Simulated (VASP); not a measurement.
Here is a VASP 6.6.1 calculation.

POSCAR

```
GaN
1.0
    5.2303800000      0.0000000000      0.0000000000
   -2.6151900000      4.5296400000      0.0000000000
    0.0000000000      0.0000000000      3.3901000000
Ga N
1 1
Direct
    0.0000000000      0.0000000000      0.5000000000
    0.0000000000      0.0000000000      0.0000000000
```

INCAR.step1

```
PREC = Accurate
ENCUT = 500
EDIFF = 1E-8
ISMEAR = 0
SIGMA = 0.01
LREAL = F
LASPH = T
NELM = 60
ALGO = Normal
LWAVE = T
LCHARG = F
GGA = PE
```

File INCAR.step2:

```
PREC = Accurate
ENCUT = 500
EDIFF = 1E-8
ISMEAR = 0
SIGMA = 0.01
LREAL = F
LASPH = T
NELM = 1
ALGO = Exact
LWAVE = T
LCHARG = F
GGA = PE
NBANDS = 344
LOPTICS = T
ISTART = 1
```

File INCAR.step3:

```
PREC = Accurate
ENCUT = 500
EDIFF = 1E-8
ISMEAR = 0
SIGMA = 0.01
LREAL = F
LASPH = T
ALGO = EVGW0
LWAVE = F
LCHARG = F
GGA = PE
NELMGW = 1
NBANDS = 344
ENCUTGW = 150
NOMEGA = 48
PRECFOCK = Fast
ISTART = 1
NBANDSGW = 17
```

Contents of KPOINTS:

```
Automatic mesh
0
Gamma
  3 3 4
```

Potentials or basis: VASP PAW PBE potentials, release 64 (Ga_d_GW, N_GW).

The run is started by

```bash
$ cat potpaw_PBE.64/Ga_d_GW/POTCAR potpaw_PBE.64/N_GW/POTCAR > POTCAR
$ cp INCAR.step1 INCAR
$ mpirun -np 1 vasp_std > vasp.out
$ cp INCAR.step2 INCAR
$ mpirun -np 1 vasp_std > vasp.out
$ cp INCAR.step3 INCAR
$ mpirun -np 1 vasp_std > vasp.out
```

Question: What does it give for the quasiparticle gap?

Answer: 3.41 eV.

Question: What does it give for the least direct quasiparticle gap?

Answer: 5.20 eV.

Question: Predict the band gap on the k mesh, mean-field level.

Answer: 1.15 eV, indirect (least direct gap 2.84 eV).

Caveat: the k mesh is coarse (spacing up to 0.46 Å⁻¹), so the values aren't converged; bands, screening cutoff and mesh are small and nothing is extrapolated, so the quasiparticle values aren't converged; an odd mesh through Γ misses points on the zone boundary, where band edges often lie.
